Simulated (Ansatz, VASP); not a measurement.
**Two plane-wave programs on Os**

```xyz
2
Lattice="2.7148 0.0000 0.0000 -1.3574 2.3511 0.0000 0.0000 0.0000 4.2927" Properties=species:S:1:pos:R:3 pbc="T T T"
Os    0.0000    1.5674    1.0732
Os    1.3574    0.7837    3.2195
```

Alike in both runs: functional LDA; k mesh 18 × 18 × 10; occupations fermi-dirac, width 0.05 eV; no spin polarisation.

Ansatz relaxed the structure, and its values are those at the end. VASP's run is a single point on that final structure, the one shown.

|  | VASP | Ansatz |
| --- | --- | --- |
| version | VASP 6.6.1 | Ansatz 0.2.0 |
| potentials or method | VASP PAW LDA potentials, release 64 (Os) | PAW with Ansatz's default frozen-core files, scalar-relativistic |
| plane-wave cutoff (eV) | 520 | 420 |
| valence electrons in the cell | 16 | 32 |

|  | VASP | Ansatz | Ansatz less VASP |
| --- | --- | --- | --- |
| pressure (GPa) | 1.0 | 0.0 | -0.98 |

The two sets of potentials don't hold the same shells in valence.

Spin-orbit coupling is left out, which matters for the levels of Os.
